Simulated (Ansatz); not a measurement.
Effective masses and thermopower of AlSb (F-43m)

Given:

```xyz
2
Lattice="0.0000 3.0888 3.0888 3.0888 0.0000 3.0888 3.0888 3.0888 0.0000" Properties=species:S:1:pos:R:3 pbc="T T T"
Al     0.0000     0.0000     0.0000
Sb     4.6332     4.6332     4.6332
```

Method: r2SCAN with spin-orbit coupling, rigid bands (plane waves, PAW; Ansatz, a program for electronic structure). Geometry: cell and atoms relaxed with r2SCAN.

| Quantity | Value |
|---|---|
| band gap | 1.30 eV |
| electron conductivity mass (300 K, dilute) | 0.35 mₑ |
| hole conductivity mass (300 K, dilute) | 0.39 mₑ |
| effective density of states N_c (300 K) | 4.1e19 cm⁻³ |
| effective density of states N_v (300 K) | 1.2e19 cm⁻³ |
| density-of-states mass, electrons | 1.38 mₑ |
| density-of-states mass, holes | 0.63 mₑ |
| Seebeck coefficient, n-type 1e19 cm⁻³, 300 K | -327 μV/K |
| Seebeck coefficient, p-type 1e19 cm⁻³, 300 K | 241 μV/K |
| best p-type power factor at 300 K for τ = 10 fs (best axis; densities from 1e16 to 1e21 cm⁻³ tried, whether or not they can be reached) | 5.3 μW/(cm·K²) at 3e19 cm⁻³ |

Rigid bands; masses and Seebeck coefficients take one relaxation time τ for all states and one kind of carrier; polarons and phonon drag are left out.
